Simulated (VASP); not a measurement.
# ZrB2 (P6/mmm) in VASP: notebook, part 2 of 2

VASP 6.6.1.

### Step 5. Single point, PBE

Contents of INCAR:

```
PREC = Accurate
ENCUT = 500
EDIFF = 1E-6
ISMEAR = 0
SIGMA = 0.02
LREAL = False
LASPH = True
NELM = 100
ALGO = Normal
ISIF = 2
LWAVE = False
LCHARG = True
GGA = PE
LELF = True
LVHAR = True
NBANDS = 16
```

Contents of KPOINTS:

```
Automatic mesh
0
Gamma
  5 5 4
```

Contents of POSCAR:

```
ZrB2
1.0
    3.1700000000      0.0000000000      0.0000000000
   -1.5850000000      2.7453005300      0.0000000000
    0.0000000000      0.0000000000      3.5330000000
Zr B
1 2
Direct
    0.0000000000      0.0000000000      0.0000000000
    0.6666666667      0.3333333333      0.5000000000
    0.3333333333      0.6666666667      0.5000000000
```

Potentials or basis: VASP PAW PBE potentials, release 64 (Zr_sv_GW, B_GW).

The run is started by

```sh
cat potpaw_PBE.64/Zr_sv_GW/POTCAR potpaw_PBE.64/B_GW/POTCAR > POTCAR
mpirun -np 1 vasp_std > vasp.out
```

OUTCAR:

```text
PREC = Accurate
   ENCUT = 500
   EDIFF = 1E-6
   ISMEAR = 0
   LREAL = False
   LASPH = True
   NELM = 100
   ISIF = 2
   GGA = PE

 ion  position               nearest neighbor table
   1  0.000  0.000  0.000-
   2  0.667  0.333  0.500-   3 1.83   3 1.83   3 1.83
   3  0.333  0.667  0.500-   2 1.83   2 1.83   2 1.83

  LATTYP: Found a hexagonal cell.
 ALAT       =     3.1700000000
 C/A-ratio  =     1.1145110410

  Lattice vectors:

 A1 = (   3.1700000000,   0.0000000000,   0.0000000000)
 A2 = (  -1.5850000000,   2.7453005300,   0.0000000000)
 A3 = (   0.0000000000,   0.0000000000,   3.5330000000)

Analysis of symmetry for initial positions (statically):
=====================================================================
 Subroutine PRICEL returns:
 Original cell was already a primitive cell.

 Routine SETGRP: Setting up the symmetry group for a
 hexagonal supercell.

 Subroutine GETGRP returns: Found 24 space group operations
 (whereof 24 operations were pure point group operations)
 out of a pool of 24 trial point group operations.

The static configuration has the point symmetry D_6h.

Analysis of symmetry for dynamics (positions and initial velocities):
=====================================================================
 Subroutine PRICEL returns:
 Original cell was already a primitive cell.

 Routine SETGRP: Setting up the symmetry group for a
 hexagonal supercell.

 Subroutine GETGRP returns: Found 24 space group operations
 (whereof 24 operations were pure point group operations)
 out of a pool of 24 trial point group operations.

The dynamic configuration has the point symmetry D_6h.

 Subroutine INISYM returns: Found 24 space group operations
 (whereof 24 operations are pure point group operations),
 and found     1 'primitive' translations
[... 103 lines left out ...]
   EFERMI_NEDOS =   21; number of points for ismear=-14 and -15
   IALGO  =     38    algorithm
   IMIX   =      4    mixing-type and parameters
     AMIX     =   0.40;   BMIX     =  1.00
     AMIX_MAG =   1.60;   BMIX_MAG =  1.00
  volume/ion in A,a.u.               =      10.25        69.16
  Fermi-wavevector in a.u.,A,eV,Ry     =   1.369519  2.588016 25.518847  1.875582
  Thomas-Fermi vector in A             =   2.495387
   LORBIT       =      0    0 simple, 1 ext, 2 COOP (PROOUT), +10 PAW based schemes
   GGA     = PE    functional components
   LHFCALC =     F    Hartree Fock is set to
   AEXX    =    0.0000 exact exchange contribution
   IVDW    =     0    specifies the selected vdW correction
   LEPSILON=     F    determine dielectric tensor
   LRPA    =     F    only Hartree local field effects (RPA)
 non-spin polarized calculation
 Gauss-broadening in eV      SIGMA  =   0.02
  energy-cutoff  :      500.00
  volume of cell :       30.75
 maximum number of plane-waves:       792
 NGX is ok and might be reduce to    24
   NGX = 11   NGY = 11   NGZ = 13

 number of electron      18.0000000 magnetization

 Free energy of the ion-electron system (eV)
  ---------------------------------------------------
  ext. energy  EPLUGINS =         0.00000000
  ---------------------------------------------------
  free energy    TOTEN  =       -26.70500866 eV

  energy without entropy =      -26.70433163  energy(sigma->0) =      -26.70467015

 E-fermi :  10.2767     XC(G=0): -12.3853

 val. band max:        9.9673322279   @ k =   0.2000   0.2000   0.0000
 cond. band min:      10.2766847794   @ k =   0.4000   0.2000   0.0000
 fundamental gap:      0.3093525515
 Fermi energy:        10.2766847793

 k-point     1 :       0.0000    0.0000    0.0000
  band No.  band energies     occupation
      1     -38.1235      2.00000
      2     -16.3225      2.00000
      3     -15.7620      2.00000
      4     -15.7620      2.00000
      5      -2.2249      2.00000
      6       7.8772      2.00000
[... 262 lines left out ...]
      3     -16.4220      2.00000
      4     -16.1413      2.00000
      5       1.0067      2.00000
      6       2.7189      2.00000
[... 8 lines left out ...]
     15      17.9026      0.00000
     16      18.3068      0.00000

------------------------ aborting loop because EDIFF is reached ----------------------------------------

  FORCE on cell =-STRESS in cart. coord.  units (eV):
  Direction    XX          YY          ZZ          XY          YZ          ZX
  --------------------------------------------------------------------------------------
  -------------------------------------------------------------------------------------
  Total        0.1302686      0.1302686     -0.1035622      0.0000000     -0.0000000      0.0000000
  in kB        6.7882457      6.7882457     -5.3965875      0.0000000     -0.0000000      0.0000000
  external PRESSURE =       2.7266346 kB  Pullay stress =       0.0000000 kB

 VOLUME and BASIS-vectors are now :
 -----------------------------------------------------------------------------
  energy-cutoff  :      500.00
  volume of cell :       30.75
      direct lattice vectors                 reciprocal lattice vectors
     3.170000000  0.000000000  0.000000000     0.315457413  0.182129422  0.000000000
    -1.585000000  2.745300530  0.000000000     0.000000000  0.364258845  0.000000000
     0.000000000  0.000000000  3.533000000     0.000000000  0.000000000  0.283045570

 POSITION                                       TOTAL-FORCE (eV/Angst)
 -----------------------------------------------------------------------------------
      0.00000      0.00000      0.00000        -0.000000      0.000000      0.000000
      1.58500      0.91510      1.76650         0.000000     -0.000000      0.000000
     -0.00000      1.83020      1.76650        -0.000000      0.000000      0.000000
 -----------------------------------------------------------------------------------
    total drift:                               -0.000000      0.000000      0.000000

  FREE ENERGIE OF THE ION-ELECTRON SYSTEM (eV)
  ---------------------------------------------------
  free  energy   TOTEN  =       -26.7050086607 eV

  energy  without entropy=      -26.7043316332  energy(sigma->0) =      -26.70467015
```

OSZICAR:

```text
N       E                     dE             d eps       ncg     rms          rms(c)
DAV:   1     0.101215868683E+03    0.10122E+03   -0.91252E+03   480   0.110E+03
DAV:   2    -0.231540171510E+02   -0.12437E+03   -0.11873E+03   776   0.365E+02
DAV:   3    -0.307229478573E+02   -0.75689E+01   -0.75320E+01   696   0.754E+01
DAV:   4    -0.308642630114E+02   -0.14132E+00   -0.14126E+00   600   0.132E+01
DAV:   5    -0.308699397436E+02   -0.56767E-02   -0.56741E-02   760   0.238E+00    0.762E+00
DAV:   6    -0.267935449548E+02    0.40764E+01   -0.94422E+00   736   0.211E+01    0.231E+00
DAV:   7    -0.267134751351E+02    0.80070E-01   -0.93474E-01   680   0.661E+00    0.123E+00
DAV:   8    -0.267121966466E+02    0.12785E-02   -0.11313E-01   624   0.386E+00    0.334E-01
DAV:   9    -0.267048800290E+02    0.73166E-02   -0.19826E-02   688   0.122E+00    0.667E-02
DAV:  10    -0.267049924231E+02   -0.11239E-03   -0.16487E-03   608   0.392E-01    0.306E-02
DAV:  11    -0.267050090835E+02   -0.16660E-04   -0.87490E-05   800   0.925E-02    0.789E-03
DAV:  12    -0.267050086607E+02    0.42280E-06   -0.16867E-06   504   0.123E-02
   1 F= -.26705009E+02 E0= -.26704670E+02  d E =-.677028E-03
```

stdout:

```text
POSCAR found type information on POSCAR ZrB
 POSCAR found :  2 types and       3 ions
 scaLAPACK will be used
 LDA part: xc-table for (Slater+PW92), standard interpolation
 POSCAR, INCAR and KPOINTS ok, starting setup
 FFT: planning ... GRIDC
 FFT: planning ... GRID_SOFT
 FFT: planning ... GRID
 WAVECAR not read
 entering main loop
```

Wall time 6.9 s (1 thread of Intel Xeon Platinum 8488C (Sapphire Rapids), shared host); peak memory 0.15 GiB.

What came out:

| Quantity | Value |
| --- | --- |
| Free energy | -26.7050 eV |
| Pressure | 0.3 GPa |
| Band gap on the k mesh | none (metal or under the smearing width) |

Stress tensor (GPa, compression positive):
```
 0.68  0.00  0.00
 0.00  0.68  0.00
 0.00  0.00 -0.54
```

Levels at points of the mesh, in eV from the Fermi level:
| k point | band 5 | band 6 | band 7 | band 8 | band 9 | band 10 | band 11 | band 12 | band 13 | band 14 |
| --- | --- | --- | --- | --- | --- | --- | --- | --- | --- | --- |
| (0.00, 0.00, 0.00) | -12.50 | -2.40 | -2.40 | -2.35 | -2.12 | 3.63 | 3.63 | 4.41 | 4.41 | 5.09 |
| (0.00, 0.00, 0.50) | -10.47 | -6.73 | -0.74 | -0.74 | 0.56 | 0.56 | 1.01 | 1.01 | 2.06 | 5.27 |

Caveat: the k mesh is coarse (spacing up to 0.46 Å⁻¹), so the values aren't converged.

### Step 6. Relaxation of cell and atoms, LDA

Contents of INCAR:

```
PREC     = Accurate       # precision mode
ENCUT    = 600            # plane-wave cutoff, eV
EDIFF    = 1E-7           # SCF threshold, eV
ISMEAR   = -1             # smearing method
SIGMA    = 0.05           # smearing width, eV
LREAL    = F              # projectors in reciprocal space
LASPH    = T              # aspherical terms in the spheres
NELM     = 100            # most SCF steps
ALGO     = Fast           # electronic algorithm
ISIF     = 3              # what is computed and relaxed
LWAVE    = F              # write WAVECAR
LCHARG   = F              # write CHGCAR
IBRION   = 2              # ionic algorithm
NSW      = 60             # ionic steps
EDIFFG   = -0.005         # ionic threshold
```

Contents of KPOINTS:

```
Automatic mesh
0
Gamma
  8 8 8
```

POSCAR is that of step 5.

Potentials or basis: VASP PAW LDA potentials, release 64 (Zr_sv, B).

The run is started by

```sh
cat potpaw_LDA.64/Zr_sv/POTCAR potpaw_LDA.64/B/POTCAR > POTCAR
mpirun -np 1 vasp_std > vasp.out
```

OUTCAR:

```text
PREC = Accurate
   ENCUT = 600
   EDIFF = 1E-7
   ISMEAR = -1
   LREAL = F
   LASPH = T
   NELM = 100
   ISIF = 3
   IBRION = 2
   NSW = 60
   EDIFFG = -0.005

 ion  position               nearest neighbor table
   1  0.000  0.000  0.000-   2 2.54   3 2.54   2 2.54   3 2.54   2 2.54   2 2.54   3 2.54   3 2.54
                             2 2.54   2 2.54   3 2.54   3 2.54
   2  0.667  0.333  0.500-   3 1.83   3 1.83   3 1.83   1 2.54   1 2.54   1 2.54   1 2.54   1 2.54
                             1 2.54
   3  0.333  0.667  0.500-   2 1.83   2 1.83   2 1.83   1 2.54   1 2.54   1 2.54   1 2.54   1 2.54
                             1 2.54

  LATTYP: Found a hexagonal cell.
 ALAT       =     3.1700000000
 C/A-ratio  =     1.1145110410

  Lattice vectors:

 A1 = (   3.1700000000,   0.0000000000,   0.0000000000)
 A2 = (  -1.5850000000,   2.7453005300,   0.0000000000)
 A3 = (   0.0000000000,   0.0000000000,   3.5330000000)

[... 465 lines left out ...]
      8       8.1879      2.00000
      9       8.5904      2.00000
     10      14.3816      0.00000
     11      14.3816      0.00000
     12      15.1904      0.00000
     13      15.1904      0.00000
[... 354 lines left out ...]
  band No.  band energies     occupation
      1     -37.2495      2.00000
      2     -16.0055      2.00000
      3     -15.7586      2.00000
      4     -15.3084      2.00000
      5       0.8127      2.00000
      6       3.7440      2.00000
      7       7.0350      2.00000
      8       7.5387      2.00000
      9       8.3125      2.00000
     10      12.6157      0.00000
     11      14.3725      0.00000
     12      16.1600      0.00000
     13      16.2019      0.00000

 [... further k-points ...]

------------------------ aborting loop because EDIFF is reached ----------------------------------------

  FORCE on cell =-STRESS in cart. coord.  units (eV):
  Direction    XX          YY          ZZ          XY          YZ          ZX
  --------------------------------------------------------------------------------------
  -------------------------------------------------------------------------------------
  Total       -0.0004050     -0.0004050      0.0018926      0.0000000      0.0000000      0.0000000
  in kB       -0.0218433     -0.0218433      0.1020758      0.0000000      0.0000000      0.0000000
  external PRESSURE =       0.0194631 kB  Pullay stress =       0.0000000 kB
[... 18 lines left out ...]
  FREE ENERGIE OF THE ION-ELECTRON SYSTEM (eV)
  ---------------------------------------------------
  free  energy   TOTEN  =       -27.4833258069 eV

  energy  without entropy=      -27.4806173328  energy(sigma->0) =      -27.48197157

 reached required accuracy - stopping structural energy minimisation
```

Run time: 2 min. Hardware: 1 thread of Intel Xeon Platinum 8488C (Sapphire Rapids), shared host; peak memory 0.16 GiB.

What came out:

| Quantity | Value |
| --- | --- |
| Free energy | -27.4833 eV |
| Relaxed volume | 9.90 Å³/atom |
| Relaxed cell | a = 3.136 Å, b = 3.136 Å, c = 3.488 Å, α = 90.00°, β = 90.00°, γ = 120.00° |
| Space group after relaxing (to 0.05 Å) | P6/mmm (No. 191) |
| Energy gained by relaxing | 9.3 meV/atom |
| Ionic steps | 8 |
| Pressure after relaxing | 0.0 GPa |
| Band gap on the k mesh | none (metal or under the smearing width) |

The path:
| step | energy change (eV) | largest force (eV/Å) | pressure (GPa) | volume (Å³) |
| --- | --- | --- | --- | --- |
| 1 | 0.0000 | 0.0000 | -8.37 | 30.75 |
| 2 | 0.0209 | 0.0000 | 12.59 | 28.42 |
| 3 | -0.0279 | 0.0000 | -0.09 | 29.72 |
| 4 | -0.0279 | 0.0000 | 0.08 | 29.70 |
| 5 | -0.0280 | 0.0000 | 0.09 | 29.70 |
| 6 | -0.0280 | 0.0000 | 0.09 | 29.70 |
| 7 | -0.0280 | 0.0000 | -0.10 | 29.72 |
| 8 | -0.0280 | 0.0000 | 0.00 | 29.71 |

Final structure:
```
Zr B
1.0
     3.13611    0.00000    0.00000
    -1.56805    2.71595    0.00000
     0.00000    0.00000    3.48773
Zr B
1 2
Direct
  0.00000 0.00000 0.00000
  0.66667 0.33333 0.50000
  0.33333 0.66667 0.50000
```

LDA usually gives volumes a few per cent too small. Zero-point motion and thermal expansion aren't in these numbers.

### Step 7. For comparison

An earlier run on the cell as given: functional PBEsol; potentials or basis VASP PAW PBE potentials, release 64 (Zr_sv, B); cutoff 520 eV; k mesh 10 × 10 × 8; occupations fermi-dirac, width 0.05 eV; no spin polarisation.

* Pressure: -3.8 GPa
* Band gap on the k mesh: none (metal or under the smearing width)

### Step 8. The runs side by side

| task | level | potentials or basis | spin | cell | k mesh | cutoff (eV) | smearing | ladder | mesh quality | gap on the mesh (eV) | pressure (GPa) | relaxed volume (Å³/atom) |
| --- | --- | --- | --- | --- | --- | --- | --- | --- | --- | --- | --- | --- |
| relaxation of cell and atoms | PBE+D3(BJ) | VASP PAW PBE potentials, release 64 (Zr_sv, B) | off | relaxed | 8 × 8 × 8 | 600 | fermi-dirac 0.05 eV | gaps | not flagged | none | 0.0 | 10.02 |
| single point | vdW-DF-cx | VASP PAW PBE potentials, release 54 (Zr_sv, B) | off | as given | 10 × 10 × 8 | 500 | gaussian 0.05 eV | - | not flagged | none | -1.3 | - |
| atomic charges | BLYP+D4 | VASP PAW PBE potentials, release 64 (Zr_sv, B) | non-collinear, ferromagnetic start, SOC | as given | 7 × 7 × 6 | 520 | gaussian 0.05 eV | - | not flagged | - | -3.4 | - |
| single point | PBE | VASP PAW PBE potentials, release 64 (Zr_sv_GW, B_GW) | off | as given | 5 × 5 × 4 | 500 | gaussian 0.02 eV | - | coarse | none | 0.3 | - |
| relaxation of cell and atoms | LDA | VASP PAW LDA potentials, release 64 (Zr_sv, B) | off | relaxed | 8 × 8 × 8 | 600 | fermi-dirac 0.05 eV | gaps | not flagged | none | 0.0 | 9.90 |
| single point | PBEsol | VASP PAW PBE potentials, release 64 (Zr_sv, B) | off | as given | 10 × 10 × 8 | 520 | fermi-dirac 0.05 eV | free | not flagged | none | -3.8 | - |

Caveats: some runs use coarse meshes; the PAW data sets were made with another functional, which shifts forces and pressure a little (some runs); pairwise dispersion overbinds metals, which lowers pressure and volume (some runs).

Absolute energies hang on the potentials; compare differences alone.
